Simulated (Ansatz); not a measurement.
# GaN: levels at named points, part 3 of 3

The task, for GaN: read the levels at named points of the zone under several functionals.

Ansatz 0.2.0; DFT PBEsol, scalar-relativistic, plane waves, PAW. The steps go on from the part before. Steps at another level of theory say so in their titles or inputs.

## Step 8: Levels with Hartree-Fock

input.yaml

```yaml
crystal:
  lattice:
    - [0.0, 2.2491150715, 2.2491150715]
    - [2.2491150715, 0.0, 2.2491150715]
    - [2.2491150715, 2.2491150715, 0.0]
  atoms:
    - { symbol: Ga, position: [0.0, 0.0, 0.0] }
    - { symbol: "N", position: [0.25, 0.25, 0.25] }
basis:
  ecutwfc: 420
kpoints:
  mp_grid: { grid: [6, 6, 6] }
  band_path:
    path:
      - [0.0, 0.0, 0.0]
      - [-0.5, -0.5, 0.0]
      - [-0.375, -0.375, 0.25]
      - [-0.375, 0.0, 0.375]
      - [0.0, 0.0, 0.5]
      - [-0.5, -0.25, 0.25]
    npoints: 1
hamiltonian:
  xc: hf
scf:
  occupations: { method: fixed }
  n_extra_bands: 4
output:
  eigenvalues: true
  write_density: true
  write_potential: true
  elf: true
  volumetric_format: npy
```

Command:

```sh
$ ansatz run input.yaml --threads 2 --pin off --max-ram 5120MiB --backend cpu --events-out ev --progress --plain --runs-dir out
```

Log:

```text
Warning: RAYON_NUM_THREADS=2 ignored (pool sized by the plan → 2); use --threads N
scf.n_extra_bands = 4 over 9 filled bands (N_el = 18.0): the run solves 13 bands
Engine: ansatz 0.2.0, x86_64-unknown-linux-gnu
Pseudopotentials: kind: paw
Pseudopotential: Ga, paw, valence charge 13, recommended cutoff 420 eV (normal), Ga.paw.azcp
Pseudopotential: N, paw, valence charge 5, recommended cutoff 420 eV (normal), N.paw.azcp
Functional definition: HF
  exchange = exact_x
  correlation = 0
davidson cushion auto → on  (no smearing: the cushion is to keep the highest requested band from converging to the state above it; pin scf.eigensolver.cushion to override)
Crystal: 2 atoms, lattice volume = 22.754 Å³
Basis set: ecut = 420 eV, 459 PW (Γ)
Bands: 13, of which v1, the nominal top of the filled ones, is band 9 counted from 1 (8 counted from 0)
Symmetry: 24 space group operations
Space group: F-43m (ITA 216), of the structure as read, at distance tolerance 2.8e-5 Å
k-points: 16 of 216 (time reversal used)
Non-local potential: Ga, projectors of the file, l = 0: 2, l = 1: 2, l = 2: 3, l = 3: 1
Non-local potential: N, projectors of the file, l = 0: 2, l = 1: 2, l = 2: 1
PAW form: soft (Blöchl's): semilocal exchange-correlation on the pseudo side does not see the compensation charge
PAW frozen core: Ga, regenerated for the run's functional, and the local potential with it (the file was generated under x = pbe(κ = 0.804, μ = 0.2195149727645171), c = pbe(β = 0.06672455060314922))
PAW frozen core: N, regenerated for the run's functional, and the local potential with it (the file was generated under x = pbe(κ = 0.804, μ = 0.2195149727645171), c = pbe(β = 0.06672455060314922))
PAW one-centre angular grid: Ga, 590 points (default); XC on 64 Gauss nodes
PAW one-centre angular grid: N, 110 points (default); XC on 64 Gauss nodes
Initial density: superposition of atomic densities (neutral atoms: chi_scale 0, normalization atom), corrected by the library's trained network
Initial wavefunctions: pseudopotential atomic-orbital guess
Functional: x = pbe(κ = 0.804, μ = 0.2195149727645171), c = none, warm-up for x = 0 pbe(κ = 0.804, μ = 0.2195149727645171) + 1 exact, c = none
SCF iter   1: F=—  HF=-4120.019523 eV  |F-HF|=—  |Δ(HF+E_count)|=         —  Δρ=1.44e-2  dr2=4.41e-2  ethr=1.77e-3  ⟨swp⟩=5.8  Hψ=965  notcnv=0
preconditioner: auto → none  [insulator: Δε(μ)=1.966 eV  Ē_g=18.777 eV  n_scr=8 (ndim 8)  ℏωp=33.0 eV  f_vac=0.001]
SCF iter   2: F=—  HF=-4120.009663 eV  |F-HF|=—  |Δ(HF+E_count)|=   9.86e-3  Δρ=7.35e-3  dr2=1.25e-2  ethr=2.45e-4  ⟨swp⟩=3.0  Hψ=592  notcnv=0
iter 3 solved again at ethr=1.13e-6 eV; its pass at ethr=6.92e-5 eV (dr2=2.03e-4 eV) is discarded
SCF iter   3: F=-4120.005878 eV  HF=-4120.005813 eV  |F-HF|=6.57e-5  |Δ(HF+E_count)|=   3.85e-3  Δρ=1.06e-3  dr2=1.98e-4  ethr=1.13e-6  ⟨swp⟩=3.8  Hψ=1150  notcnv=0
SCF 1 stopped early in 3 iterations: F = -4120.005878 eV  dr2 = 1.98e-4
Initial density: handed on by an earlier stage of this run
Initial wavefunctions: those handed on with the density
Functional: x = 0 pbe(κ = 0.804, μ = 0.2195149727645171) + 1 exact, c = none
Frozen-core exchange: fock
SCF iter   1: F=—  HF=-4123.024058 eV  |F-HF|=—  |Δ(HF+E_count)|=         —  Δρ=4.48e-2  dr2=1.80e-1  ethr=1.10e-5  ⟨swp⟩=5.4  Hψ=1068  notcnv=0
preconditioner: auto → none  [insulator: Δε(μ)=9.437 eV  Ē_g=34.854 eV  n_scr=8 (ndim 8)  ℏωp=33.0 eV  f_vac=0.003]
SCF iter   2: F=—  HF=-4122.897627 eV  |F-HF|=—  |Δ(HF+E_count)|=   1.26e-1  Δρ=1.36e-2  dr2=1.27e-1  ethr=1.10e-5  ⟨swp⟩=4.0  Hψ=891  notcnv=0
SCF iter   3: F=—  HF=-4123.260462 eV  |F-HF|=—  |Δ(HF+E_count)|=   3.63e-1  Δρ=1.91e-2  dr2=5.42e-2  ethr=1.10e-5  ⟨swp⟩=4.1  Hψ=898  notcnv=0
SCF iter   4: F=—  HF=-4123.284711 eV  |F-HF|=—  |Δ(HF+E_count)|=   2.42e-2  Δρ=9.57e-3  dr2=1.07e-2  ethr=1.10e-5  ⟨swp⟩=4.0  Hψ=862  notcnv=0
SCF iter   5: F=—  HF=-4123.283152 eV  |F-HF|=—  |Δ(HF+E_count)|=   1.56e-3  Δρ=1.92e-3  dr2=1.41e-3  ethr=1.10e-5  ⟨swp⟩=4.0  Hψ=776  notcnv=0
SCF iter   6: F=-4123.282625 eV  HF=-4123.282936 eV  |F-HF|=3.11e-4  |Δ(HF+E_count)|=   2.16e-4  Δρ=9.04e-4  dr2=2.16e-4  ethr=3.91e-6  ⟨swp⟩=3.5  Hψ=551  notcnv=0
SCF 2 stopped early in 6 iterations: F = -4123.282625 eV  dr2 = 2.16e-4
hybrid outer 1: dexx = +5.768e-1 eV, tail = 6.68e-3 eV
Frozen-core exchange: fock
SCF iter   1: F=—  HF=-4123.267312 eV  |F-HF|=—  |Δ(HF+E_count)|=         —  Δρ=6.20e-4  dr2=1.53e-4  ethr=1.86e-4  ⟨swp⟩=2.9  Hψ=531  notcnv=0
preconditioner: auto → none  [insulator: Δε(μ)=10.542 eV  Ē_g=34.442 eV  n_scr=8 (ndim 8)  ℏωp=33.0 eV  f_vac=0.010]
SCF iter   2: F=—  HF=-4123.267839 eV  |F-HF|=—  |Δ(HF+E_count)|=   5.27e-4  Δρ=5.90e-4  dr2=5.27e-5  ethr=2.65e-7  ⟨swp⟩=4.0  Hψ=881  notcnv=0
iter 3 solved again at ethr=1.25e-8 eV; its pass at ethr=1.92e-7 eV (dr2=2.25e-6 eV) is discarded
SCF iter   3: F=—  HF=-4123.267875 eV  |F-HF|=—  |Δ(HF+E_count)|=   3.51e-5  Δρ=1.24e-4  dr2=3.97e-6  ethr=1.25e-8  ⟨swp⟩=2.0  Hψ=1183  notcnv=0
SCF iter   4: F=-4123.267871 eV  HF=-4123.267872 eV  |F-HF|=7.77e-7  |Δ(HF+E_count)|=   2.41e-6  Δρ=3.98e-5  dr2=3.82e-7  ethr=1.25e-8  ⟨swp⟩=4.1  Hψ=696  notcnv=0
SCF 3 stopped early in 4 iterations: F = -4123.267871 eV  dr2 = 3.82e-7
hybrid outer 2: dexx = +5.564e-4 eV, tail = 5.43e-5 eV, Δε = 7.38e-2 eV (about 7.98e-3 eV left of the loop's levels)
Frozen-core exchange: fock
SCF iter   1: F=—  HF=-4123.267824 eV  |F-HF|=—  |Δ(HF+E_count)|=         —  Δρ=1.12e-4  dr2=2.00e-6  ethr=1.51e-6  ⟨swp⟩=3.1  Hψ=535  notcnv=0
preconditioner: auto → none  [insulator: Δε(μ)=10.540 eV  Ē_g=34.447 eV  n_scr=8 (ndim 8)  ℏωp=33.0 eV  f_vac=0.010]
SCF iter   2: F=—  HF=-4123.267827 eV  |F-HF|=—  |Δ(HF+E_count)|=   2.58e-6  Δρ=8.24e-5  dr2=7.94e-7  ethr=5.95e-9  ⟨swp⟩=4.0  Hψ=821  notcnv=0
iter 3 solved again at ethr=1.30e-10 eV; its pass at ethr=3.47e-9 eV (dr2=2.34e-8 eV) is discarded
SCF iter   3: F=—  HF=-4123.267827 eV  |F-HF|=—  |Δ(HF+E_count)|=   1.10e-7  Δρ=1.03e-5  dr2=4.01e-8  ethr=1.30e-10  ⟨swp⟩=2.0  Hψ=1179  notcnv=0
SCF iter   4: F=-4123.267827 eV  HF=-4123.267827 eV  |F-HF|=4.81e-9  |Δ(HF+E_count)|=   5.81e-8  Δρ=8.68e-6  dr2=7.96e-9  ethr=1.28e-10  ⟨swp⟩=3.9  Hψ=746  notcnv=0
SCF 4 converged in 4 iterations: F = -4123.267827 eV  dr2 = 7.96e-9
hybrid outer 3: dexx = +4.364e-6 eV, tail = 2.42e-7 eV, Δε = 5.79e-3 eV (about 6.73e-4 eV left of the loop's levels)
NSCF: frozen V_eff on 6 k-points
hybrid SCF converged: 3 outer / 14 inner (+3 warm-up), last move |dexx| = 4.36e-6 eV, tail = 2.42e-7 eV
Stability not checked: this state was not tested for a lower state beside it, because the functional holds exact exchange (a hybrid, or Hartree-Fock), whose exchange loop this test does not read (fock_operator; see scf.lower_state_search)
Free energy (F): -4123.267827 eV
Frozen-core exchange: fock
Harris-Foulkes:  -4123.267827 eV  (|F-HF|=4.81e-9)
Internal energy: -4123.267827 eV  (E = F + TS)
E sigma→0 (E₀):  -4123.267827 eV
Fermi energy:    6.046954 eV
--- Per-component energies (eV) ---
  E_band       = -174.346296
  E_kinetic    = 247.133603
  E_local      = -1951.030827  (includes V_loc(G=0)·N_el)
  E_nonlocal   = 469.695896
  E_hartree    = 913.597254
  E_xc         = 0.000000
  E_vxc        = 0.000000  (∫ρ·V_xc dr)
  E_exx        = -281.291277  (= α·E_x^exact, valence–valence)
  E_paw        = -1930.923723  (= ΣΔE_a)
  E_vpaw       = -204.755944  (= ΣTr[D̂ρ^β])
  E_aug_tail   = 0.000113  (compensation charges beyond the density's cutoff)
  E_ewald      = -1590.530284
  E_core_change = 0.081418  (= ΣΔE_core)
  E_smearing   = -0.000000  (= −TS)
  E_closure    = -0.000000  (closes the sum)
  Σ components = -4123.267827   (vs F -4123.267827, Δ=-9.09e-13)
--- Band table (eV; the first three rows and the last of 16) ---
  k-point 0: bands = ["-16.2656", "-16.2656", "-16.2656", "-15.9313", "-15.9313", "-15.7369", "6.0470", "6.0470", "6.0470", "16.5876", "26.3465", "26.3465", "26.3465"]
  k-point 1: bands = ["-16.5565", "-16.2374", "-16.2374", "-15.9336", "-15.9336", "-14.9227", "3.4066", "5.7044", "5.7044", "18.3500", "25.2965", "26.8286", "26.8286"]
  k-point 2: bands = ["-16.7919", "-16.1931", "-16.1931", "-15.9248", "-15.9248", "-13.3276", "-0.7314", "5.0916", "5.0916", "19.9036", "24.8334", "26.5566", "26.5566"]
  k-point 15: bands = ["-16.9225", "-16.1003", "-16.0757", "-15.9971", "-15.9055", "-11.2712", "-1.1552", "1.6086", "1.8996", "19.9092", "24.2130", "27.8114", "27.9755"]
```

Run time: 78 s. Hardware: 2 threads of Intel Xeon at 2.50GHz (Skylake/Cascade Lake), shared host; peak memory 0.79 GiB.

Levels at named points, in eV from the top of the last band filled by count:

```csv
point,band 7,band 8,band 9,band 10,band 11,band 12
Γ,0.00,0.00,0.00,10.54,20.30,20.30
X,-7.72,-3.43,-3.43,11.52,16.08,22.91
U,-7.21,-5.38,-2.76,13.57,18.14,21.78
K,-7.21,-5.38,-2.76,13.57,18.14,21.78
L,-8.84,-1.23,-1.23,14.05,18.97,20.04
W,-6.93,-4.86,-4.37,15.01,19.47,20.49
```

## Step 9: All levels side by side

```csv
level,k mesh,gap (eV),least direct gap (eV),top at,bottom at,CPU time (s)
"PBEsol, 250 eV and coarse mesh",6×6×6,1.24,1.24,Γ,Γ,1.8
LDA,10×10×10,1.77,1.77,Γ,Γ,4.3
PBE0,6×6×6,3.70,3.70,Γ,Γ,100
Hartree-Fock,6×6×6,10.54,10.54,Γ,Γ,110
```

Gaps are by band count over the mesh and the named points; a gap of 0 means that the bands overlap or touch.

## Step 10: Summary of results

This closing draws on all 3 parts. Changes of volume or cell count from the first structure of part 1.

| quantity | value |
| --- | --- |
| relaxed cell (conventional) | a = 4.498 Å, b = 4.498 Å, c = 4.498 Å, α = 90.00°, β = 90.00°, γ = 90.00° |
| space group (0.01 Å) | F-43m (No. 216) |
| volume | 11.38 Å³/atom |
| formation energy (elements from runs with the same settings, not shown) | -0.58 eV/atom |
| gap, LDA | 1.77 eV, direct |
| gap, PBE0 | 3.70 eV, direct |
| gap, Hartree-Fock | 10.54 eV, direct |

In words: Relaxation lowered the volume by 0.6 %. The gap runs from 1.77 eV (LDA) to 10.54 eV (Hartree-Fock). Hartree-Fock took about 26 times the CPU time of LDA, on unlike meshes where the table says so. Hartree-Fock has no screening, so it overshoots gaps by far. The cheap run is there to show what low settings cost; its numbers aren't properties. Measured gap of GaN: 3.299 eV (direct; 0 K; a printed reference work, textbook). This calculation gives 3.70 eV (+0.40 eV). That is PBE0, the nearest rung, at the geometry relaxed with PBEsol, without temperature or excitons. The settings are coarse, so take the values as rough.
